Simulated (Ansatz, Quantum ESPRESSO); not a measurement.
# Band offsets of the BAs/BeS(110) superlattice, 5 + 5 layers, a = 4.748 Å, part 2 of 7

How do the band edges meet in the BAs/BeS(110) superlattice, 5 + 5 layers, a = 4.748 Å?

Quantum ESPRESSO 7.5; plane-wave DFT, LDA, GBRV ultrasoft pseudopotentials; cross-check by Ansatz 0.2.0 with PAW datasets.

So far. Step 3 (Self-consistent run of bulk BAs): The run needed 9 iterations to bring the estimated error under 1e-07 Ry.

## Step 4: Band structure of bulk BAs

A bands run reads the converged density and follows the path given under K_POINTS.

File a.bands.in:

```
&control
  prefix = 'a.bands'
  outdir = './out'
  pseudo_dir = './pseudo'
  calculation = 'bands'
/
&system
  ibrav = 0
  nat = 4
  ntyp = 2
  ecutwfc = 40
  ecutrho = 200
  occupations = 'smearing'
  smearing = 'fd'
  degauss = 0.002
  nbnd = 16
/
&electrons
  conv_thr = 1e-07
  mixing_beta = 0.5
  electron_maxstep = 120
/
ATOMIC_SPECIES
  B   10.8100  b_lda_v1.4.uspp.F.UPF
  As  74.9216  as_lda_v1.uspp.F.UPF
CELL_PARAMETERS angstrom
  4.74800000000000 0.00000000000000 0.00000000000000
  0.00000000000000 3.35734299707373 0.00000000000000
  0.00000000000000 0.00000000000000 3.35734299707373
ATOMIC_POSITIONS crystal
  B   0.000000000000 0.000000000000 0.000000000000
  As  0.250000000000 0.500000000000 0.000000000000
  B   0.500000000000 0.500000000000 0.500000000000
  As  0.750000000000 0.000000000000 0.500000000000
K_POINTS crystal_b
6
  0.0000000000 0.0000000000 0.0000000000 20
  1.0000000000 0.0000000000 0.0000000000 1
  0.0000000000 0.0000000000 0.0000000000 20
  0.5000000000 0.0000000000 0.5000000000 1
  0.0000000000 0.0000000000 0.0000000000 20
  0.0000000000 0.5000000000 0.5000000000 1
```

The run is started by

```
$ cp -r out/a.save out/a.bands.save
$ cp out/a.xml out/a.bands.xml
$ OMP_NUM_THREADS=1 mpirun -n 4 pw.x -nk 4 -in a.bands.in > a.bands.out
```

What it wrote:

```text
[banner, memory and clock lines left out]
Program PWSCF v.7.5 starts

          URL

     Atomic positions and unit cell read from directory:
     ./out/a.bands.save/

     Found identity + ( -0.5000 -0.5000 -0.5000) symmetry
     This is a supercell, fractional translations are disabled
     Message from routine setup:
     using ibrav=0 with symmetry is DISCOURAGED, use correct ibrav instead

     G-vector sticks info

     bravais-lattice index     =            0
     lattice parameter (alat)  =       8.9724  a.u.
     unit-cell volume          =     361.1592 (a.u.)^3
     number of atoms/cell      =            4
     number of atomic types    =            2
     number of electrons       =        16.00
     number of Kohn-Sham states=           16
     kinetic-energy cutoff     =      40.0000  Ry
     charge density cutoff     =     200.0000  Ry
     Exchange-correlation= SLA  PZ   NOGX NOGC
                           (   1   1   0   0   0   0   0)

     celldm(1)=   8.972420  celldm(2)=   0.000000  celldm(3)=   0.000000
     celldm(4)=   0.000000  celldm(5)=   0.000000  celldm(6)=   0.000000

     crystal axes: (cart. coord. in units of alat)
               a(1) = (   1.000000   0.000000   0.000000 )
               a(2) = (   0.000000   0.707107   0.000000 )
               a(3) = (   0.000000   0.000000   0.707107 )

     reciprocal axes: (cart. coord. in units 2 pi/alat)
               b(1) = (  1.000000  0.000000  0.000000 )
               b(2) = (  0.000000  1.414214  0.000000 )
               b(3) = (  0.000000  0.000000  1.414214 )

     PseudoPot. # 1 for B  read from file:
     ./pseudo/b_lda_v1.4.uspp.F.UPF
     Pseudo is Ultrasoft + core correction, Zval =  3.0
     Generated by new atomic code, or converted to UPF format
     Using radial grid of  781 points,  4 beta functions with:
                l(1) =   0
                l(2) =   0
                l(3) =   1
                l(4) =   1
     Q(r) pseudized with  8 coefficients,  rinner =    1.100   1.100   1.100

     PseudoPot. # 2 for As read from file:
     ./pseudo/as_lda_v1.uspp.F.UPF
     Pseudo is Ultrasoft + core correction, Zval =  5.0
     Generated by new atomic code, or converted to UPF format
     Using radial grid of  875 points,  6 beta functions with:
                l(1) =   0
                l(2) =   0
                l(3) =   1
                l(4) =   1
                l(5) =   2
                l(6) =   2
     Q(r) pseudized with  8 coefficients,  rinner =    1.300   1.300   1.300
                                                       1.300   1.300

     atomic species   valence    mass     pseudopotential
     B                 3.00    10.81000     B ( 1.00)
     As                5.00    74.92160     As( 1.00)

      8 Sym. Ops. (no inversion) found

   Cartesian axes

     site n.     atom                  positions (alat units)
         1        B      tau(   1) = (   0.0000000   0.0000000   0.0000000  )
         2        As     tau(   2) = (   0.2500000   0.3535534   0.0000000  )
         3        B      tau(   3) = (   0.5000000   0.3535534   0.3535534  )
         4        As     tau(   4) = (   0.7500000   0.0000000   0.3535534  )

     number of k points=    63  Fermi-Dirac smearing, width (Ry)=  0.0020
                       cart. coord. in units 2pi/alat
        k(    1) = (   0.0000000   0.0000000   0.0000000), wk =   0.0317460
        k(    2) = (   0.0500000   0.0000000   0.0000000), wk =   0.0317460
        k(    3) = (   0.1000000   0.0000000   0.0000000), wk =   0.0317460
        k(    4) = (   0.1500000   0.0000000   0.0000000), wk =   0.0317460
        k(    5) = (   0.2000000   0.0000000   0.0000000), wk =   0.0317460
        k(    6) = (   0.2500000   0.0000000   0.0000000), wk =   0.0317460
        k(    7) = (   0.3000000   0.0000000   0.0000000), wk =   0.0317460
        k(    8) = (   0.3500000   0.0000000   0.0000000), wk =   0.0317460
        k(    9) = (   0.4000000   0.0000000   0.0000000), wk =   0.0317460
        k(   10) = (   0.4500000   0.0000000   0.0000000), wk =   0.0317460
        k(   11) = (   0.5000000   0.0000000   0.0000000), wk =   0.0317460
        k(   12) = (   0.5500000   0.0000000   0.0000000), wk =   0.0317460
        k(   13) = (   0.6000000   0.0000000   0.0000000), wk =   0.0317460
        k(   14) = (   0.6500000   0.0000000   0.0000000), wk =   0.0317460
        k(   15) = (   0.7000000   0.0000000   0.0000000), wk =   0.0317460
        k(   16) = (   0.7500000   0.0000000   0.0000000), wk =   0.0317460
        k(   17) = (   0.8000000   0.0000000   0.0000000), wk =   0.0317460
        k(   18) = (   0.8500000   0.0000000   0.0000000), wk =   0.0317460
        k(   19) = (   0.9000000   0.0000000   0.0000000), wk =   0.0317460
        k(   20) = (   0.9500000   0.0000000   0.0000000), wk =   0.0317460
        k(   21) = (   1.0000000   0.0000000   0.0000000), wk =   0.0317460
        k(   22) = (   0.0000000   0.0000000   0.0000000), wk =   0.0317460
        k(   23) = (   0.0250000   0.0000000   0.0353553), wk =   0.0317460
        k(   24) = (   0.0500000   0.0000000   0.0707107), wk =   0.0317460
        k(   25) = (   0.0750000   0.0000000   0.1060660), wk =   0.0317460
        k(   26) = (   0.1000000   0.0000000   0.1414214), wk =   0.0317460
        k(   27) = (   0.1250000   0.0000000   0.1767767), wk =   0.0317460
        k(   28) = (   0.1500000   0.0000000   0.2121320), wk =   0.0317460
        k(   29) = (   0.1750000   0.0000000   0.2474874), wk =   0.0317460
        k(   30) = (   0.2000000   0.0000000   0.2828427), wk =   0.0317460
        k(   31) = (   0.2250000   0.0000000   0.3181981), wk =   0.0317460
        k(   32) = (   0.2500000   0.0000000   0.3535534), wk =   0.0317460
        k(   33) = (   0.2750000   0.0000000   0.3889087), wk =   0.0317460
        k(   34) = (   0.3000000   0.0000000   0.4242641), wk =   0.0317460
        k(   35) = (   0.3250000   0.0000000   0.4596194), wk =   0.0317460
        k(   36) = (   0.3500000   0.0000000   0.4949747), wk =   0.0317460
        k(   37) = (   0.3750000   0.0000000   0.5303301), wk =   0.0317460
        k(   38) = (   0.4000000   0.0000000   0.5656854), wk =   0.0317460
        k(   39) = (   0.4250000   0.0000000   0.6010408), wk =   0.0317460
        k(   40) = (   0.4500000   0.0000000   0.6363961), wk =   0.0317460
        k(   41) = (   0.4750000   0.0000000   0.6717514), wk =   0.0317460
        k(   42) = (   0.5000000   0.0000000   0.7071068), wk =   0.0317460
        k(   43) = (   0.0000000   0.0000000   0.0000000), wk =   0.0317460
        k(   44) = (   0.0000000   0.0353553   0.0353553), wk =   0.0317460
        k(   45) = (   0.0000000   0.0707107   0.0707107), wk =   0.0317460
[...]
-6.7801  -2.9861   0.4970   3.9389   4.6253   7.2130   8.3086   8.3087
    10.0796  11.0446  12.0821  12.3129  12.3130  14.4154  18.8087  19.3379

          k = 0.1250 0.0000 0.1768 (  1545 PWs)   bands (ev):

    -6.6871  -3.0975   0.6691   3.7409   4.7115   6.6380   8.1698   8.1699
    10.1766  11.5332  12.0648  12.4957  12.4958  14.8014  18.9264  18.9939

          k = 0.1500 0.0000 0.2121 (  1552 PWs)   bands (ev):

    -6.5740  -3.2126   0.8275   3.5766   4.8155   6.0391   8.0228   8.0229
    10.2949  12.0236  12.0782  12.6855  12.6855  15.2006  18.4541  18.5678

          k = 0.1750 0.0000 0.2475 (  1550 PWs)   bands (ev):

    -6.4412  -3.3264   0.9433   3.4802   4.9365   5.4305   7.8734   7.8735
    10.4336  11.9679  12.6651  12.8702  12.8702  15.5954  17.9418  18.1029

          k = 0.2000 0.0000 0.2828 (  1545 PWs)   bands (ev):

    -6.2894  -3.4352   0.9896   3.4818   4.8215   5.0731   7.7263   7.7264
    10.5916  11.9045  13.0392  13.0392  13.2799  15.9745  17.4089  17.6131

          k = 0.2250 0.0000 0.3182 (  1552 PWs)   bands (ev):

    -6.1192  -3.5366   0.9563   3.5939   4.2191   5.2241   7.5846   7.5847
    10.7674  11.8383  13.1839  13.1839  13.9043  16.3290  16.8771  17.1109

          k = 0.2500 0.0000 0.3536 (  1546 PWs)   bands (ev):

    -5.9317  -3.6291   0.8558   3.6285   3.8046   5.3875   7.4509   7.4510
    10.9587  11.7726  13.2987  13.2988  14.4973  16.3869  16.6071  16.6499

          k = 0.2750 0.0000 0.3889 (  1549 PWs)   bands (ev):

    -5.7282  -3.7117   0.7125   3.0542   4.0894   5.5609   7.3268   7.3269
    11.1621  11.7097  13.3816  13.3817  14.9041  16.0898  16.1112  16.9267

          k = 0.3000 0.0000 0.4243 (  1548 PWs)   bands (ev):

    -5.5108  -3.7842   0.5492   2.5005   4.4245   5.7413   7.2137   7.2138
    11.3719  11.6511  13.4341  13.4342  14.7979  15.6318  16.3030  17.1486

          k = 0.3250 0.0000 0.4596 (  1541 PWs)   bands (ev):

    -5.2821  -3.8463   0.3823   1.9720   4.7905   5.9249   7.1124   7.1125
    11.5785  11.5981  13.4605  13.4606  14.3973  15.1772  16.7892  17.3092

          k = 0.3500 0.0000 0.4950 (  1541 PWs)   bands (ev):

    -5.0460  -3.8985   0.2230   1.4739   5.1720   6.1068   7.0237   7.0238
    11.5513  11.7640  13.4670  13.4671  13.9671  14.7552  17.2520  17.4103

          k = 0.3750 0.0000 0.5303 (  1542 PWs)   bands (ev):

    -4.8084  -3.9410   0.0789   1.0130   5.5545   6.2811   6.9480   6.9481
    11.5113  11.8939  13.4599  13.4600  13.5986  14.3743  17.4630  17.5707

          k = 0.4000 0.0000 0.5657 (  1540 PWs)   bands (ev):

    -4.5777  -3.9746  -0.0448   0.5987   5.9220   6.4408   6.8857   6.8858
    11.4782  11.9142  13.3621  13.4456  13.4456  14.0434  17.4828  17.6980

          k = 0.4250 0.0000 0.6010 (  1544 PWs)   bands (ev):

    -4.3662  -3.9999  -0.1444   0.2438   6.2548   6.5779   6.8371   6.8372
    11.4524  11.8013  13.2903  13.4290  13.4291  13.7718  17.4839  17.6749

          k = 0.4500 0.0000 0.6364 (  1549 PWs)   bands (ev):

    -4.1911  -4.0174  -0.2173  -0.0341   6.5274   6.6839   6.8022   6.8023
    11.4339  11.6233  13.3236  13.4143  13.4144  13.5691  17.4776  17.5853

          k = 0.4750 0.0000 0.6718 (  1556 PWs)   bands (ev):

    -4.0731  -4.0276  -0.2617  -0.2140   6.7097   6.7513   6.7813   6.7814
    11.4228  11.4754  13.3775  13.4044  13.4044  13.4435  17.4711  17.5015

          k = 0.5000 0.0000 0.7071 (  1556 PWs)   bands (ev):

    -4.0310  -4.0310  -0.2766  -0.2766   6.7743   6.7743   6.7744   6.7744
    11.4191  11.4191  13.4009  13.4009  13.4009  13.4009  17.4685  17.4685

          k = 0.0000 0.0000 0.0000 (  1523 PWs)   bands (ev):

    -6.9464  -2.7295   0.0875   4.4698   4.4698   8.6157   8.6159   8.6159
     9.9285  10.0116  11.9073  11.9074  11.9074  13.5739  18.1635  20.0858

          k = 0.0000 0.0354 0.0354 (  1517 PWs)   bands (ev):

    -6.9325  -2.7256   0.0970   4.4287   4.4326   8.5450   8.5452   8.5455
    10.0040  10.0811  11.8608  11.9933  11.9934  13.6457  18.2215  20.0126

          k = 0.0000 0.0707 0.0707 (  1513 PWs)   bands (ev):

    -6.8908  -2.7141   0.1250   4.3123   4.3284   8.3436   8.3528   8.3529
    10.2230  10.2825  11.7381  12.2313  12.2314  13.8331  18.3925  19.7958

          k = 0.0000 0.1061 0.1061 (  1529 PWs)   bands (ev):

    -6.8214  -2.6961   0.1704   4.1384   4.1758   8.0337   8.0800   8.0802
    10.5673  10.5982  11.5695  12.5798  12.5799  14.0775  18.6679  19.4456

          k = 0.0000 0.1414 0.1414 (  1533 PWs)   bands (ev):

    -6.7244  -2.6729   0.2310   3.9291   3.9972   7.6424   7.7639   7.7640
    11.0063  11.0149  11.3767  13.0011  13.0012  14.3152  18.9813  19.0352

          k = 0.0000 0.1768 0.1768 (  1547 PWs)   bands (ev):

    -6.6002  -2.6468   0.3034   3.7058   3.8135   7.1931   7.4292   7.4294
    11.1725  11.4857  11.5451  13.4695  13.4696  14.4789  18.4295  18.6909

          k = 0.0000 0.2121 0.2121 (  1541 PWs)   bands (ev):

    -6.4489  -2.6200   0.3824   3.4877   3.6419   6.7032   7.0917   7.0919
    10.9656  12.0161  12.1407  13.9684  13.9685  14.5004  17.8206  18.0381

          k = 0.0000 0.2475 0.2475 (  1549 PWs)   bands (ev):

    -6.2710  -2.5954   0.4609   3.2923   3.4955   6.1851   6.7610   6.7612
    10.7624  12.5763  12.7871  14.3409  14.4870  14.4871  17.1871  17.3233

          k = 0.0000 0.2828 0.2828 (  1545 PWs)   bands (ev):

    -6.0669  -2.5754   0.5293   3.1360   3.3841   5.6478   6.4434   6.4436
    10.5681  13.1340  13.4692  14.0231  15.0178  15.0179  16.5705  16.5806

          k = 0.0000 0.3182 0.3182 (  1537 PWs)   bands (ev):

    -5.8375  -2.5625   0.5767   3.0342   3.3146   5.0977   6.1432   6.1433
    10.3871  13.6076  13.6165  14.1583  15.5554  15.5555  15.8507  16.0502

          k = 0.0000 0.3536 0.3536 (  1541 PWs)   bands (ev):

    -5.5836  -2.5579   0.5938   2.9987   3.2909   4.5397   5.8631   5.8633
    10.2227  13.1506  13.8362  14.6274  15.3673  15.8174  16.0955  16.0956

          k = 0.0000 0.3889 0.3889 (  1537 PWs)   bands (ev):

    -5.3064  -2.5624   0.5767   3.0342   3.3146   3.9783   5.6055   5.6057
    10.0777  12.6888  13.6166  14.1583  15.8507  16.0501  16.6340  16.6341

          k = 0.0000 0.4243 0.4243 (  1541 PWs)   bands (ev):

    -5.0074  -2.5754   0.5293   3.1360   3.3841   3.4178   5.3719   5.3720
     9.9546  12.2434  13.1341  13.4692  16.5704  16.5806  17.1670  17.1671

          k = 0.0000 0.4596 0.4596 (  1533 PWs)   bands (ev):

    -4.6891  -2.5953   0.4609   2.8627   3.2923   3.4954   5.1635   5.1637
     9.8554  11.8265  12.5764  12.7871  17.1871  17.3233  17.6898  17.6899

          k = 0.0000 0.4950 0.4950 (  1533 PWs)   bands (ev):

    -4.3549  -2.6200   0.3824   2.3185   3.4877   3.6418   4.9813   4.9815
     9.7819  11.4446  12.0162  12.1407  17.8205  18.0381  18.1961  18.1962

          k = 0.0000 0.5303 0.5303 (  1547 PWs)   bands (ev):

    -4.0098  -2.6467   0.3033   1.7922   3.7058   3.8134   4.8260   4.8262
     9.7357  11.1009  11.4858  11.5451  18.4295  18.6771  18.6772  18.6909

          k = 0.0000 0.5657 0.5657 (  1537 PWs)   bands (ev):

    -3.6624  -2.6729   0.2310   1.2940   3.9292   3.9971   4.6983   4.6984
     9.7183  10.7969  11.0065  11.0149  18.9812  19.1202  19.1203  19.2417

          k = 0.0000 0.6010 0.6010 (  1533 PWs)   bands (ev):

    -3.3270  -2.6960   0.1703   0.8398   4.1385   4.1756   4.5985   4.5987
     9.7312  10.5331  10.5673  10.5983  19.4455  19.5074  19.5075  19.6528

          k = 0.0000 0.6364 0.6364 (  1533 PWs)   bands (ev):

    -3.0291  -2.7141   0.1249   0.4562   4.3123   4.3283   4.5270   4.5272
     9.7753  10.2230  10.2826  10.3092  19.7957  19.8150  19.8150  19.9125

          k = 0.0000 0.6718 0.6718 (  1541 PWs)   bands (ev):

    -2.8116  -2.7255   0.0969   0.1869   4.4287   4.4325   4.4840   4.4842
     9.8506  10.0040  10.0812  10.1258  20.0125  20.0156  20.0157  20.0458

          k = 0.0000 0.7071 0.7071 (  1548 PWs)   bands (ev):

    -2.7294  -2.7294   0.0874   0.0874   4.4696   4.4697   4.4698   4.4698
     9.9286   9.9286  10.0118  10.0118  20.0857  20.0857  20.0858  20.0858

     XML data file, pseudopotentials, collected wavefunctions

                                        0.00s GPU  (     740 calls)
```

Run time: 6.2 s. Hardware: 4 MPI ranks of Arm Neoverse V2, shared host; peak memory 0.21 GiB.

Numbers from this step:

- valence top, on the run's zero: 8.616 eV
- conduction bottom, on the run's zero: 9.718 eV
- gap by band count: 1.102 eV

Band numbers count within the set of bands kept for display; the cell holds two formula units, so the X point along 001 folds onto the zone centre. Electronic bands along the path, in eV, zero at the Fermi level, which the smearing puts inside the gap; v1 is the highest filled band, c1 the lowest empty one:

| point | v4 | v3 | v2 | v1 | c1 | c2 | c3 | c4 |
| --- | --- | --- | --- | --- | --- | --- | --- | --- |
| L | -2.36 | -2.36 | -2.36 | -2.36 | 2.28 | 2.28 | 4.26 | 4.26 |
| halfway | -5.33 | -3.75 | -1.69 | -1.69 | 1.82 | 2.63 | 4.16 | 4.16 |
| Γ | -4.67 | -0.52 | -0.52 | -0.52 | 0.79 | 0.87 | 2.77 | 2.77 |
| halfway | -5.85 | -4.60 | -3.27 | -3.27 | 1.08 | 4.01 | 4.70 | 5.49 |
| X | -4.67 | -4.67 | -4.67 | -4.67 | 0.79 | 0.79 | 0.87 | 0.87 |

## Step 5: Potential by pp.x of bulk BAs

plot_num = 11 writes the bare and Hartree potential, whose mean serves as the common reference.

File a.pot.in:

```
&inputpp
  prefix = 'a'
  outdir = './out'
  filplot = 'a.pot.dat'
  plot_num = 11
/
```

The run is started by

```
$ OMP_NUM_THREADS=1 mpirun -n 4 pp.x -in a.pot.in > a.pot.out
```

What it wrote:

```text
[banner, memory and clock lines left out]
Program POST-PROC v.7.5 starts

          URL

     ./out/a.save/

     IMPORTANT: XC functional enforced from input :
     Exchange-correlation= PZ
                           (   1   1   0   0   0   0   0)
     Any further DFT definition will be discarded
     Please, verify this is what you really want

     Calling punch_plot, plot_num =  11
     Writing data to file  a.pot.dat
     Message from routine chdens:
     namelist plot not found or invalid, exiting
```

Elapsed: 0.81 s, on 4 MPI ranks; peak memory 0.09 GiB; 2.7 s of CPU time.

Electrostatic potential energy of an electron; zero at the Fermi level, which the smearing puts inside the gap. The potential energy, planar mean by z:

| z (Å) | potential energy, planar mean (eV) |
| --- | --- |
| 0.00 | 13.1 |
| 0.11 | 12.2 |
| 0.22 | 9.52 |
| 0.34 | 5.65 |
| 0.45 | 1.48 |
| 0.56 | -1.73 |
| 0.67 | -3.13 |
| 0.78 | -3.02 |
| 0.90 | -3.02 |
| 1.01 | -3.13 |
| 1.12 | -1.73 |
| 1.23 | 1.48 |
| 1.34 | 5.65 |
| 1.45 | 9.52 |
| 1.57 | 12.2 |
| 1.68 | 13.1 |
| 1.79 | 12.2 |
| 1.90 | 9.52 |
| 2.01 | 5.65 |
| 2.13 | 1.48 |
| 2.24 | -1.73 |
| 2.35 | -3.13 |
| 2.46 | -3.02 |
| 2.57 | -3.02 |
| 2.69 | -3.13 |
| 2.80 | -1.73 |
| 2.91 | 1.48 |
| 3.02 | 5.65 |
| 3.13 | 9.52 |
| 3.25 | 12.2 |

## Step 6: Macroscopic average of bulk BAs

A running mean over one period damps the atomic wiggles and leaves the mean of this pseudopotential's potential.

File a.avg.in:

```
1
a.pot.dat
1.0
40
3
6.3444587709
```

The run is started by

```
$ OMP_NUM_THREADS=1 average.x < a.avg.in > a.avg.out
```

What it wrote:

```text
[banner, memory and clock lines left out]
Program AVERAGE v.7.5 starts

          URL

     Reading header from file  a.pot.dat
     Reading data from file  a.pot.dat
     Output written to file avg.dat

[...]
```

Run time: 0.53 s. Hardware: 1 MPI rank; peak memory 0.09 GiB.

Read from the output:

- average.x's running mean over the crystal, on the run's own zero: 12.80 eV
- mean potential by an exact Fourier window over the crystal, on the run's own zero: 12.80 eV

Electrostatic potential energy of an electron; zero at the Fermi level, which the smearing puts inside the gap; window 3.3573 Å. The potential energy, running mean by z:

z (Å), potential energy, running mean (eV) and a bar from the least value:
```
     0.00       3.42 
     0.17       3.47 ####
     0.34       3.61 ##############
     0.50       3.77 #########################
     0.59       3.82 ############################
     0.76       3.84 ##############################
     0.92       3.84 ##############################
     1.09       3.82 ############################
     1.26       3.69 ####################
     1.43       3.54 ########
     1.59       3.44 #
     1.68       3.42 
     1.85       3.47 ####
     2.01       3.61 ##############
     2.18       3.77 #########################
     2.35       3.84 ##############################
     2.52       3.83 ##############################
     2.69       3.84 ##############################
     2.77       3.82 ############################
     2.94       3.69 ####################
     3.11       3.54 ########
     3.27       3.44 #
```

In a crystal the running mean should be flat; that of average.x keeps a ripple of 0.42 eV. The line-up therefore uses an exact Fourier window on the same potential.

(Continued in part 3 of 7.)

[Logs are printed without paths, hosts, clocks, repeated set-up lines and the standing remarks that a program may print on its own settings, such as how far it seeks lower states.]

[Hosts, paths, dates, database ids (printed as entryN), source tags and the programs' standing remarks are cut or masked in the printed files.]

[Maps of the electrostatic potential energy from Ansatz leave out the sawtooth potential of an applied field or a dipole correction, so their vacuum need not be flat; planar profiles and work functions include it.]
